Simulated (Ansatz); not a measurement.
**CdTe (F-43m): elasticity against pressure**

```xyz
2
Lattice="0.0000 3.2447 3.2447 3.2447 0.0000 3.2447 3.2447 3.2447 0.0000" Properties=species:S:1:pos:R:3 pbc="T T T"
Cd    0.0000    0.0000    0.0000
Te    4.8670    4.8670    4.8670
```

This is the zero-pressure cell. At each pressure cell and atoms are relaxed in this structure, and the constants are slopes of the stress at strains of ±0.005 with relaxed ions (the coefficients that govern stability under load). Level: PBEsol, PAW on Ansatz 0.2.0's default frozen-core files (fitted under PBE), scalar-relativistic; k mesh 6×6×6, strains of ±0.005, fixed occupations, cutoff 420 eV. P is the pressure of the relaxed cell, less that of this one.

```tsv
P (GPa)	V/V₀	C11 (GPa)	C12 (GPa)	C44 (GPa)
0.00	1.0000	52.9	35.7	19.8
0.96	0.9782	56.9	40.5	19.6
1.98	0.9578	61.0	45.5	19.1
3.98	0.9236	68.8	55.1	17.8
6.96	0.8828	79.7	68.9	15.3
9.97	?	?	?	?
14.96	0.8061	106.6	104.5	6.5
```

**Question.** Does the bulk modulus from the constants agree with the pressure-volume curve?

**Answer.** A third-order Birch-Murnaghan fit to the volumes shown (F against f, f = [(V₀/V)^(2/3) − 1]/2) gives B₀ = 41.5 GPa and B′ = 4.7. Its −V dP/dV stands beside (C11 + 2C12)/3:

| P (GPa) | from P(V) | from the constants |
| --- | --- | --- |
| 0.00 | 41.5 | 41.4 |
| 0.96 | 46.0 | 46.0 |
| 1.98 | 50.7 | 50.7 |
| 3.98 | 59.6 | 59.6 |
| 6.96 | 72.5 | 72.5 |
| 14.96 | 105.4 | 105.2 |

**Question.** What are the pressure derivatives at zero pressure?

**Answer.** Slopes at V₀ of quadratic fits in −ln(V/V₀) through the first four rows shown, divided by B₀: dC11/dP = 4.2, dC12/dP = 5.0, dC44/dP = -0.2. The mean slopes up to 2.0 GPa are 4.1, 4.9, -0.4; curvature and scatter of the constants part the two. The combination (dC11/dP + 2 dC12/dP)/3 = 4.8 stands against B′.

**Question.** Fill the row at 9.97 GPa.

**Answer.** Cubic fits in −ln(V/V₀) through all rows shown give C11 = 90.1, C12 = 82.5, C44 = 12.3 GPa. Computed: V/V₀ = 0.8497, C11 (GPa) = 90.1, C12 (GPa) = 82.5, C44 (GPa) = 12.3.

**Question.** Does a shear stiffness soften?

**Answer.** C44 goes from 19.8 to 6.5 GPa; (C11 − C12)/2 goes from 8.6 to 1.1 GPa. C44 and (C11 − C12)/2 soften under pressure, though the lattice stays mechanically stable over this range.

Keep in mind: no other phase was computed; many crystals of this kind change structure within this range, and rows or crossings beyond such a change describe a metastable lattice; frozen-core PAW files fitted under PBE, their cores solved anew for the functional of the run; constants at zero field, no piezoelectric stiffening; phonons weren't checked at these pressures.
